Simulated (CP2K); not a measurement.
# MgS (Niningerite) under changes of volume

One of the cells (17.609 Å³/atom); the others are scaled copies at fixed shape and fractional positions:

```
CELL_PARAMETERS angstrom
3.67929 0.00000 0.00000
1.83964 3.18636 0.00000
1.83964 1.06212 3.00413
ATOMIC_POSITIONS crystal
S 0.50000 0.50000 0.50000
Mg 0.00000 0.00000 0.00000
```

| Quantity | Value |
| --- | --- |
| Program | CP2K 2026.2 |
| Functional | PBEsol |
| Potentials or basis | POTENTIAL_UZH S GTH-PBE-q6, Mg GTH-PBE-q10; DZVP-MOLOPT-PBE-GTH basis |
| Density cutoff | 19048 eV |
| k mesh | 9 × 9 × 9 |
| Occupations | fermi-dirac, width 0.05 eV |
| Spin | no spin polarisation |

```tsv
volume (Å³/atom)	energy over the lowest point (meV/atom)	pressure (GPa)	gap on the mesh (eV)
16.553	26.61	7.1	2.81
16.905	13.28	5.1	2.77
17.257	6.43	3.1	2.73
17.609	1.45	1.4	2.69
17.962	0.00	-0.1	2.65
18.314	?	?	?
18.666	6.35	-2.7	2.57
```

Q: What does the run at 18.314 Å³/atom give?

A: Energy over the lowest point 1.73 meV/atom; pressure -1.5 GPa; gap on the mesh 2.61 eV.

Worked out: A Birch-Murnaghan fit of order 3 (a polynomial in V^(-2/3)) to the other rows has its minimum at 17.91 Å³/atom with B0 = V·E''(V) = 68 GPa and B' = 5.9. It gives 2.03 meV/atom at 18.314 Å³/atom, against the run's 1.73, and -dE/dV = -1.4 GPa, against -1.5. A straight line through the other rows of the gap, of slope -2 eV per unit of ln V, gives 2.61 eV, against the run's 2.61.

Energies are extrapolated to zero smearing.

Caveats: the potentials were made for another functional, which shifts forces and pressure; an odd mesh through Γ misses points on the zone boundary, where band edges often lie; the basis of atomic orbitals isn't converged, which shifts pressures, moduli and gaps.
